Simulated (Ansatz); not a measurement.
**MgTe: pressure and gap against volume**

A database entry relaxed whole under r2SCAN (P6_3mc):

```
Mg Te
1.0
     4.57893    0.00000    0.00000
    -2.28946    3.96547    0.00000
     0.00000    0.00000    7.45485
Mg Te
2 2
Direct
  0.33333 0.66667 0.00435
  0.66667 0.33333 0.50435
  0.33333 0.66667 0.38065
  0.66667 0.33333 0.88065
```

The cell was scaled uniformly, its shape held, and the atoms relaxed at each volume with plane-wave PAW DFT (Ansatz 0.2.0; r2SCAN, 500 eV, 6×6×4 Γ-centred mesh, fermi-dirac occupations of width 0.020 eV; no spin, no spin-orbit coupling). One row is withheld.

| volume (Å³/atom) | energy over the lowest (meV/atom) | pressure (GPa) | gap over mesh and path (eV) |
| --- | --- | --- | --- |
| 31.810 | 15.9 | 2.63 | 3.470 |
| 32.487 | ? | ? | ? |
| 33.164 | 1.7 | 0.79 | 3.259 |
| 33.841 | 0.0 | 0.01 | 3.159 |
| 34.517 | 1.5 | -0.70 | 3.064 |
| 35.194 | 5.8 | -1.35 | 2.970 |
| 35.871 | 12.8 | -1.93 | 2.880 |

Question: Fit the pressures of the other rows to the third-order Birch-Murnaghan form.

Answer: With f = [(V₀/V)^(2/3) − 1]/2 and P = 3B₀f(1 + 2f)^(5/2)[1 + 3(B₀′ − 4)f/2], least squares gives V₀ = 33.85 Å³ an atom, B₀ = 37.3 GPa and B₀′ = 4.1; the rows miss the fit by less than 0.01 GPa. The slope of the energies differs from these pressures by less than 0.05 GPa.

Question: How does the gap move with volume?

Answer: A parabola in ln(V/V₀) through the other rows has the slope dE_g/d ln V = -4.9 eV at V₀, so by B₀ the gap moves by +131 meV a GPa at this fixed shape: it widens under pressure.

Question: What does the withheld row hold?

Answer: The fit gives 1.67 GPa at 32.487 Å³; the run gave 1.67 GPa and 6.8 meV an atom. Its gap is 3.363 eV, against 3.363 eV from the parabola.

Caveats: the shape of the cell was held, so B₀ is an upper bound where the axes differ in stiffness; 0 K, fixed nuclei; the symmetry was kept, and this need not be the phase that is stable at 0 K; one mesh for all volumes; r2SCAN gaps lie as a rule under measured ones; the slope of the gap can be off by tens of per cent, more where shallow d levels or spin-orbit coupling act on the edges; the relaxed cell lies far from the entry, by an error of the functional or of the entry; no spin-orbit coupling, which narrows gaps of heavier elements; pressure is positive in compression.
